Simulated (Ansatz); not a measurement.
Crystal: BN.

```
CELL_PARAMETERS angstrom
0.00000 1.81300 1.81300
1.81300 0.00000 1.81300
1.81300 1.81300 0.00000
ATOMIC_POSITIONS crystal
N 0.25000 0.25000 0.25000
B 0.00000 0.00000 0.00000
```

The cell is a database's computed one.

```yaml
Program: Ansatz 0.2.0
Task: relaxation of cell and atoms
Functional: RPBE
Dispersion: D3(BJ)
Potentials_or_basis: Ansatz PAW
Cutoff: "420 eV (not typed: the program's choice for these potentials)"
k_mesh: 13 × 13 × 13
Occupations: fermi-dirac, width 0.05 eV
Spin: no spin polarisation
```

At the start: volume 5.96 Å³/atom.

**Question.** How do energy, volume and symmetry change on relaxing?

**Answer.** It ends after 7 steps and the volume is 5.73 Å³/atom (-3.8 %); space group F-43m (No. 216, to 0.05 Å).

Step by step:
```csv
step,energy change (eV),largest force (eV/Å),volume (Å³)
1,0.0000,0.0000,11.92
2,-0.0184,0.0000,11.66
3,-0.0232,0.0000,11.46
4,-0.0232,0.0000,11.47
5,-0.0209,0.0000,11.47
6,-0.0210,0.0000,11.46
7,-0.0210,0.0000,11.46
```

Final structure:
```
N B
1.0
     0.00000    1.78958    1.78958
     1.78958    0.00000    1.78958
     1.78958    1.78958    0.00000
N B
1 1
Direct
  0.25000 0.25000 0.25000
  0.00000 0.00000 0.00000
```

Caveat: the plane-wave basis is chosen anew once the cell has moved, so the energies of steps on either side of that aren't comparable; the pressure holds a Pulay correction of +1.0 GPa for the finite cutoff; the PAW data sets come from PBE, with cores solved anew for the run's functional, which leaves a small shift of forces and pressure.
